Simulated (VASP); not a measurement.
Calculation: PBE GGA, VASP's PBE PAW potentials (set 64) (plane waves; VASP 6.6.1).

VASP input:

### INCAR
```
SYSTEM = NaBr
PREC = Normal
ENCUT = 500
EDIFF = 1E-8
NELM = 1
ALGO = Exact
LREAL = .FALSE.
LASPH = .TRUE.
ISMEAR = 0
SIGMA = 0.01
GGA = PE
LWAVE = .TRUE.
LCHARG = .FALSE.
NBANDS = 120
LOPTICS = .TRUE.
```

### KPOINTS
```
Automatic mesh
0
Gamma
6 6 6
0 0 0
```

**POSCAR**
```
NaBr
5.970
  0.0000000000   0.5000000000   0.5000000000
  0.5000000000   0.0000000000   0.5000000000
  0.5000000000   0.5000000000   0.0000000000
Na Br
1 1
direct
  0.0000000000   0.0000000000   0.0000000000
  0.5000000000   0.5000000000   0.5000000000
```

POTCAR, in this order: Na_sv_GW Br_GW (PBE.64 set). Program: vasp_std. Read from the step before: WAVECAR.

Output

**OSZICAR**
```
       N       E                     dE             d eps       ncg     rms          rms(c)
DIA:   1    -0.819983059649E+01   -0.81998E+01    0.00000E+00     0   0.000E+00
   1 F= -.81998306E+01 E0= -.81998306E+01  d E =0.000000E+00
 imaginary and real dielectric function
```

OUTCAR:
```


 plasma frequency squared (from intraband transitions) (eV^2)
  --------------------------------------------------------------------------------------
       0.000       0.000       0.000
       0.000       0.000       0.000
       0.000       0.000       0.000

 plasma frequency squared (from interband transitions, int dw w eps(2)(w)) (eV^2)
  --------------------------------------------------------------------------------------
     338.508       0.000      -0.000      -0.000       0.000       0.000
      -0.000       0.000     338.508       0.000      -0.000      -0.000
       0.000      -0.000      -0.000       0.000     338.508       0.000
```
(Selected blocks of OUTCAR.)

OUTCAR:
```
 val. band max:       -0.7766469560   @ k =   0.0000   0.0000   0.0000

 cond. band min:       3.3786905895   @ k =   0.0000   0.0000   0.0000



 k-point     1 :       0.0000    0.0000    0.0000
  band No.  band energies     occupation
      1     -50.3961      2.00000
      2     -22.3343      2.00000
      3     -22.3343      2.00000
      4     -22.3343      2.00000
      5     -13.5776      2.00000
      6      -0.7766      2.00000
      7      -0.7766      2.00000
      8      -0.7766      2.00000
      9       3.3787      0.00000
     10       9.0641      0.00000
     11       9.0641      0.00000
     12       9.0641      0.00000
     13      11.1983      0.00000
     14      11.1983      0.00000
     15      12.1500      0.00000
     16      13.8586      0.00000
     17      13.8586      0.00000
     18      13.8586      0.00000
     19      19.5654      0.00000
     20      24.5358      0.00000
     21      24.5358      0.00000
     22      24.5359      0.00000
     23      24.8727      0.00000
     24      24.8727      0.00000
     25      24.8727      0.00000
     26      28.1814      0.00000
     27      28.1814      0.00000
     28      28.6680      0.00000
     29      28.6680      0.00000
     30      28.6680      0.00000
     31      32.2004      0.00000
     32      32.2004      0.00000
     33      32.6166      0.00000
     34      36.6952      0.00000
     35      36.6952      0.00000
     36      36.6953      0.00000
     37      38.2200      0.00000
     38      38.2200      0.00000
     39      38.2200      0.00000
     40      40.1255      0.00000
     41      40.7972      0.00000
     42      40.7972      0.00000
     43      40.7972      0.00000
     44      41.1628      0.00000
     45      41.1629      0.00000
     46      41.1629      0.00000
     47      42.4079      0.00000
     48      42.4079      0.00000
     49      42.4079      0.00000
     50      43.4953      0.00000
     51      43.4953      0.00000
     52      43.4953      0.00000
...
```

The density is held fixed in this step, so its total energy and stress have no physical meaning.

The compound is NaBr in the rock salt structure. The cell was not relaxed at this level.
